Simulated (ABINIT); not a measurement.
Crystal: Mo.

```
Mo
1.0
    -1.58381    1.58381    1.58381
     1.58381   -1.58381    1.58381
     1.58381    1.58381   -1.58381
Mo
1
Direct
  0.00000 0.00000 0.00000
```

Base run:

| Property | Result |
| --- | --- |
| Program | ABINIT 10.8.3 (patched build) |
| Functional | PBEsol |
| Potentials or basis | JTH PAW PBE v2.0 |
| Cutoff | 490 eV |
| k mesh | 12 × 12 × 12 |
| Occupations | fermi-dirac, width 0.05 eV |
| Spin | no spin polarisation |

Its results: band gap on the k mesh none (metal or under the smearing width); pressure -9.0 GPa.

Task: The run is repeated on the same cell with these changes: functional from PBEsol to PW91. What comes out?

Result: Band gap on the k mesh none (metal or under the smearing width); pressure -1.2 GPa.

PW91 binds less tightly than PBEsol, so the same cell stands under more pressure.

Caveats: the PAW data sets were made with another functional, which shifts forces and pressure a little.
